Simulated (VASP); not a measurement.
# ZnAu (Pm-3m) in VASP: density of states with r2SCAN

Aim: the density of states of ZnAu with r2SCAN.

All numbers are computed with VASP 6.6.1; they aren't measurements. Logs are shortened: lines on timing, memory, paths and dates and some standing lists are left out, and cuts for length are marked.

## (1) The structure

The structure is cubic, space group Pm-3m (No. 221). The conventional cell has a = 3.233 Å, b = 3.233 Å, c = 3.233 Å, α = 90.00°, β = 90.00°, γ = 90.00°. Au (site symmetry m-3m) is surrounded by 8 Zn at 2.80 Å. Zn (site symmetry m-3m) is surrounded by 8 Au at 2.80 Å.

## (2) Density of states, r2SCAN

INCAR

```
SYSTEM = ZnAu
  PREC = Accurate
  ENCUT = 520
  EDIFF = 1E-7
  ISMEAR = -5
  SIGMA = 0.0296
  LREAL = .False.
  LASPH = .True.
  NELM = 80
  ALGO = Normal
  ISIF = 2
  LWAVE = .False.
  LCHARG = .False.
  LMAXMIX = 4
  METAGGA = R2SCAN
  LMIXTAU = .True.
  LORBIT = 10
  NEDOS = 1001
```

KPOINTS

```
regular mesh
0
Gamma
  10 10 10
  0 0 0
```

POSCAR

```
ZnAu
1.0
    3.2334310000      0.0000000000      0.0000000000
    0.0000000000      3.2334310000      0.0000000000
    0.0000000000      0.0000000000      3.2334310000
Au Zn
1 1
Direct
    0.0000000000      0.0000000000      0.0000000000
    0.5000000000      0.5000000000      0.5000000000
```

Potentials or basis: VASP PAW PBE potentials, release 64 (Au, Zn).

Launch:

```
cat potpaw_PBE.64/Au/POTCAR potpaw_PBE.64/Zn/POTCAR > POTCAR
mpirun -np 1 vasp_std > vasp.out
```

OUTCAR:

```text
SYSTEM = ZnAu
   PREC = Accurate
   ENCUT = 520
   EDIFF = 1E-7
   ISMEAR = -5
   LREAL = .False.
   LASPH = .True.
   NELM = 80
   ISIF = 2
   METAGGA = R2SCAN
   LORBIT = 10

 ion  position               nearest neighbor table
   1  0.000  0.000  0.000-   2 2.80   2 2.80   2 2.80   2 2.80   2 2.80   2 2.80   2 2.80   2 2.80

   2  0.500  0.500  0.500-   1 2.80   1 2.80   1 2.80   1 2.80   1 2.80   1 2.80   1 2.80   1 2.80

  LATTYP: Found a simple cubic cell.
 ALAT       =     3.2334310000

  Lattice vectors:

 A1 = (   3.2334310000,   0.0000000000,   0.0000000000)
 A2 = (   0.0000000000,   3.2334310000,   0.0000000000)
 A3 = (   0.0000000000,   0.0000000000,   3.2334310000)

Analysis of symmetry for initial positions (statically):
=====================================================================
 Subroutine PRICEL returns:
 Original cell was already a primitive cell.

 Routine SETGRP: Setting up the symmetry group for a
 simple cubic supercell.

 Subroutine GETGRP returns: Found 48 space group operations
 (whereof 48 operations were pure point group operations)
 out of a pool of 48 trial point group operations.

The static configuration has the point symmetry O_h .

Analysis of symmetry for dynamics (positions and initial velocities):
=====================================================================
 Subroutine PRICEL returns:
 Original cell was already a primitive cell.

 Routine SETGRP: Setting up the symmetry group for a
 simple cubic supercell.

 Subroutine GETGRP returns: Found 48 space group operations
 (whereof 48 operations were pure point group operations)
 out of a pool of 48 trial point group operations.

The dynamic configuration has the point symmetry O_h .

 Subroutine INISYM returns: Found 48 space group operations
 (whereof 48 operations are pure point group operations),
 and found     1 'primitive' translations

----------------------------------------------------------------------------------------

                                     Primitive cell

  volume of cell :      33.8058

  direct lattice vectors                    reciprocal lattice vectors
     3.233431000  0.000000000  0.000000000     0.309269009  0.000000000  0.000000000
     0.000000000  3.233431000  0.000000000     0.000000000  0.309269009  0.000000000
     0.000000000  0.000000000  3.233431000     0.000000000  0.000000000  0.309269009

  length of vectors
     3.233431000  3.233431000  3.233431000     0.309269009  0.309269009  0.309269009

  position of ions in fractional coordinates (direct lattice)
     0.000000000  0.000000000  0.000000000
     0.500000000  0.500000000  0.500000000

  ion indices of the primitive-cell ions
   primitive index   ion index
                 1           1
                 2           2

----------------------------------------------------------------------------------------

 KPOINTS: regular mesh

Automatic generation of k-mesh.
 Grid dimensions read from file:
 generate k-points for:   10   10   10

 Generating k-lattice:

  Cartesian coordinates                     Fractional coordinates (reciprocal lattice)
     0.030926901  0.000000000  0.000000000     0.100000000  0.000000000  0.000000000
     0.000000000  0.030926901  0.000000000     0.000000000  0.100000000  0.000000000
     0.000000000  0.000000000  0.030926901     0.000000000  0.000000000  0.100000000

  Length of vectors
     0.030926901  0.030926901  0.030926901

  Shift w.r.t. Gamma in fractional coordinates (k-lattice)
     0.000000000  0.000000000  0.000000000

 TETIRR: Found    492 inequivalent tetrahedra from     6000

 Subroutine IBZKPT returns following result:
 ===========================================

 Found     56 irreducible k-points:

 Following reciprocal coordinates:
            Coordinates               Weight
  0.000000  0.000000  0.000000      1.000000
  0.100000  0.000000  0.000000      6.000000
  0.200000  0.000000  0.000000      6.000000
  0.300000  0.000000  0.000000      6.000000
  0.400000  0.000000  0.000000      6.000000
  0.500000  0.000000  0.000000      3.000000
[... 16 lines left out ...]
  0.200000  0.100000  0.100000     24.000000
  0.300000  0.100000  0.100000     24.000000
 [... further k-points ...]
   k-points           NKPTS =     56   k-points in BZ     NKDIM =     56   number of bands    NBANDS=     15
   number of dos      NEDOS =   1001   number of ions     NIONS =      2
   total plane-waves  NPLWV =  13824
   dimension x,y,z NGX =    24 NGY =   24 NGZ =   24
   dimension x,y,z NGXF=    48 NGYF=   48 NGZF=   48
   ions per type =               1   1
   NGX,Y,Z   is equivalent  to a cutoff of  12.34, 12.34, 12.34 a.u.
   NGXF,Y,Z  is equivalent  to a cutoff of  24.68, 24.68, 24.68 a.u.
 SYSTEM =  ZnAu
   PREC   = accura    normal or accurate (medium, high low for compatibility)
   ISTART =      0    job   : 0-new  1-cont  2-samecut
   ICHARG =      2    charge: 1-file 2-atom 10-const
   ISPIN  =      1    spin polarized calculation?
   LNONCOLLINEAR =      F non collinear calculations
   LSORBIT =      F    spin-orbit coupling
   LASPH  =      T    aspherical Exc in radial PAW
   ENCUT  =  520.0 eV  38.22 Ry    6.18 a.u.   6.01  6.01  6.01*2*pi/ulx,y,z
   NELM   =     80;   NELMIN=  2; NELMDL= -5     # of ELM steps
   EDIFF  = 0.1E-06   stopping-criterion for ELM
   LREAL  =      F    real-space projection
   EDIFFG = 0.1E-05   stopping-criterion for IOM
   NSW    =      0    number of steps for IOM
   IBRION =     -1    ionic relax: 0-MD 1-quasi-New 2-CG
   NFREE  =      0    steps in history (QN), initial steepest desc. (CG)
   ISIF   =      2    stress and relaxation
   ISYM   =      2    0-nonsym 1-usesym 2-fastsym
   POTIM  = 0.5000    time-step for ionic-motion
   TEBEG  =    0.0;   TEEND  =   0.0 temperature during run
   PSTRESS=    0.0 pullay stress
   NELECT =      23.0000    total number of electrons
   NUPDOWN=      -1.0000    fix difference up-down
   EMIN   =  10.00;   EMAX   =-10.00  energy-range for DOS
   EFERMI =   0.00;   METHOD = LEGACY
   ISMEAR =    -5;   SIGMA  =   0.03  broadening in eV -4-tet -1-fermi 0-gaus
   EFERMI_NEDOS =   21; number of points for ismear=-14 and -15
   IALGO  =     38    algorithm
   IMIX   =      4    mixing-type and parameters
     AMIX     =   0.40;   BMIX     =  1.00
     AMIX_MAG =   1.60;   BMIX_MAG =  1.00
  volume/ion in A,a.u.               =      16.90       114.07
  Fermi-wavevector in a.u.,A,eV,Ry     =   1.439861  2.720942 28.207587  2.073199
  Thomas-Fermi vector in A             =   2.558669
   LORBIT       =     10    0 simple, 1 ext, 2 COOP (PROOUT), +10 PAW based schemes
   METAGGA = R2SCAN    functional components
   LHFCALC =     F    Hartree Fock is set to
   AEXX    =    0.0000 exact exchange contribution
   IVDW    =     0    specifies the selected vdW correction
   LEPSILON=     F    determine dielectric tensor
   LRPA    =     F    only Hartree local field effects (RPA)
 non-spin polarized calculation
 Fermi weights with tetrahedron method with Bloechl corrections
  energy-cutoff  :      520.00
  volume of cell :       33.81
 maximum number of plane-waves:       934
   NGX = 13   NGY = 13   NGZ = 13

 number of electron      23.0000024 magnetization

 Free energy of the ion-electron system (eV)
  ---------------------------------------------------
  ext. energy  EPLUGINS =         0.00000000
  ---------------------------------------------------
  free energy    TOTEN  =       -59.86586686 eV

  energy without entropy =      -59.86586686  energy(sigma->0) =      -59.86586686

 E-fermi :   6.0049     XC(G=0): -12.8882

 val. band max:        5.9616969931   @ k =   0.5000   0.5000   0.2000
 cond. band min:       6.0293957280   @ k =   0.3000   0.1000   0.1000
 fundamental gap:      0.0676987349
 Fermi energy:         6.0048809286

 k-point     1 :       0.0000    0.0000    0.0000
  band No.  band energies     occupation
      1      -4.2300      2.00000
      2      -2.1258      2.00000
      3      -2.1258      2.00000
      4      -1.6005      2.00000
      5      -1.6005      2.00000
      6      -1.6005      2.00000
      7       0.5941      2.00000
      8       0.5941      2.00000
      9       2.1708      2.00000
     10       2.1708      2.00000
     11       2.1708      2.00000
     12      11.1716      0.00000
     13      11.1716      0.00000
     14      11.1716      0.00000
     15      14.4346      0.00000

 k-point     2 :       0.1000    0.0000    0.0000
  band No.  band energies     occupation
      1      -4.0568      2.00000
      2      -2.0968      2.00000
      3      -2.0843      2.00000
      4      -1.6031      2.00000
      5      -1.6031      2.00000
      6      -1.5893      2.00000
      7       0.5767      2.00000
      8       0.6438      2.00000
      9       2.0587      2.00000
     10       2.0587      2.00000
     11       2.1608      2.00000
     12       9.8127      0.00000
     13      11.4798      0.00000
     14      11.4798      0.00000
     15      15.2167      0.00000
[... 365 lines left out ...]
      3      -1.9218      2.00000
      4      -1.6456      2.00000
      5      -1.6367      2.00000
      6      -1.5229      2.00000
      7       0.6321      2.00000
      8       0.8015      2.00000
      9       1.6053      2.00000
     10       1.7254      2.00000
     11       2.0173      2.00000
     12       8.1082     -0.05024
     13      10.8705      0.00000
     14      11.4245      0.00000
     15      18.0289      0.00000

 k-point    24 :       0.3000    0.1000    0.1000
  band No.  band energies     occupation
      1      -2.5438      2.00000
      2      -1.8789      2.00000
      3      -1.8042      2.00000
      4      -1.6483      2.00000
      5      -1.6145      2.00000
      6      -1.4943      2.00000
      7       0.6031      2.00000
      8       0.8530      2.00000
      9       1.4004      2.00000
     10       1.5225      2.00000
     11       2.0112      2.00000
     12       6.0294      0.85367
     13      11.8164      0.00000
     14      12.5657      0.00000
     15      17.9322      0.00000

 [... further k-points ...]

------------------------ aborting loop because EDIFF is reached ----------------------------------------

  FORCE on cell =-STRESS in cart. coord.  units (eV):
  Direction    XX          YY          ZZ          XY          YZ          ZX
  --------------------------------------------------------------------------------------
  -------------------------------------------------------------------------------------
  Total       -1.8016735     -1.8016735     -1.8016735     -0.0000000     -0.0000000      0.0000000
  in kB      -85.3878096    -85.3878096    -85.3878096     -0.0000000     -0.0000000      0.0000000
  external PRESSURE =     -85.3878096 kB  Pullay stress =       0.0000000 kB

 VOLUME and BASIS-vectors are now :
 -----------------------------------------------------------------------------
  energy-cutoff  :      520.00
  volume of cell :       33.81
      direct lattice vectors                 reciprocal lattice vectors
     3.233431000  0.000000000  0.000000000     0.309269009  0.000000000  0.000000000
     0.000000000  3.233431000  0.000000000     0.000000000  0.309269009  0.000000000
     0.000000000  0.000000000  3.233431000     0.000000000  0.000000000  0.309269009

 POSITION                                       TOTAL-FORCE (eV/Angst)
 -----------------------------------------------------------------------------------
      0.00000      0.00000      0.00000         0.000000      0.000000      0.000000
      1.61672      1.61672      1.61672         0.000000      0.000000      0.000000
 -----------------------------------------------------------------------------------
    total drift:                                0.000000      0.000000     -0.000000

  FREE ENERGIE OF THE ION-ELECTRON SYSTEM (eV)
  ---------------------------------------------------
  free  energy   TOTEN  =       -59.8658668590 eV

  energy  without entropy=      -59.8658668590  energy(sigma->0) =      -59.86586686

 total charge

# of ion       s       p       d       tot
------------------------------------------
    1        0.614   0.343   8.713   9.670
    2        0.497   0.386   9.776  10.659
--------------------------------------------------
tot          1.110   0.730  18.489  20.329
```

Wall time 40 s (1 thread of Intel Xeon 6975P-C (Granite Rapids), shared host); peak memory 0.16 GiB.

Results:

* Free energy: -59.8659 eV
* Pressure: -8.5 GPa
* Band gap on the k mesh: none (metal or under the smearing width)
* Valence electrons inside the program's atomic spheres: Au 9.67; Zn 10.66

States per cell in windows of 1 eV (zero at the Fermi level; states under -8 eV left out):
| from (eV) | total | Au1_d | Zn2_d | Zn2_p | Au1_p | Zn2_s | Au1_s |
| --- | --- | --- | --- | --- | --- | --- | --- |
| -8.0 | 8.38 | 0.35 | 7.42 | 0.02 | 0.03 | 0.07 | 0.05 |
| -7.0 | 1.38 | 0.51 | 0.31 | 0.03 | 0.03 | 0.14 | 0.06 |
| -6.0 | 3.40 | 2.36 | 0.29 | 0.09 | 0.04 | 0.05 | 0.06 |
| -5.0 | 4.41 | 3.67 | 0.20 | 0.06 | 0.03 | 0.01 | 0.03 |
| -4.0 | 1.59 | 1.24 | 0.06 | 0.03 | 0.04 | 0.03 | 0.03 |
| -3.0 | 0.46 | 0.20 | 0.02 | 0.03 | 0.03 | 0.02 | 0.06 |
| -2.0 | 0.66 | 0.22 | 0.02 | 0.06 | 0.06 | 0.03 | 0.08 |
| -1.0 | 0.54 | 0.14 | 0.02 | 0.06 | 0.07 | 0.04 | 0.05 |
| 0.0 | 0.49 | 0.10 | 0.02 | 0.05 | 0.06 | 0.05 | 0.05 |
| 1.0 | 0.51 | 0.08 | 0.02 | 0.04 | 0.05 | 0.07 | 0.08 |
| 2.0 | 0.72 | 0.10 | 0.03 | 0.06 | 0.07 | 0.15 | 0.10 |
| 3.0 | 0.79 | 0.10 | 0.03 | 0.09 | 0.10 | 0.13 | 0.08 |
| 4.0 | 0.68 | 0.07 | 0.03 | 0.10 | 0.10 | 0.08 | 0.05 |
| 5.0 | 0.76 | 0.08 | 0.03 | 0.14 | 0.11 | 0.06 | 0.06 |
| 6.0 | 0.73 | 0.07 | 0.03 | 0.16 | 0.10 | 0.04 | 0.05 |
| 7.0 | 0.69 | 0.07 | 0.03 | 0.17 | 0.08 | 0.03 | 0.03 |

Caveat: the PAW data sets were made with another functional, which shifts forces and pressure a little; tetrahedron occupations give inexact forces and stress in metals. Spin-orbit coupling is left out, which matters for the levels of Au.
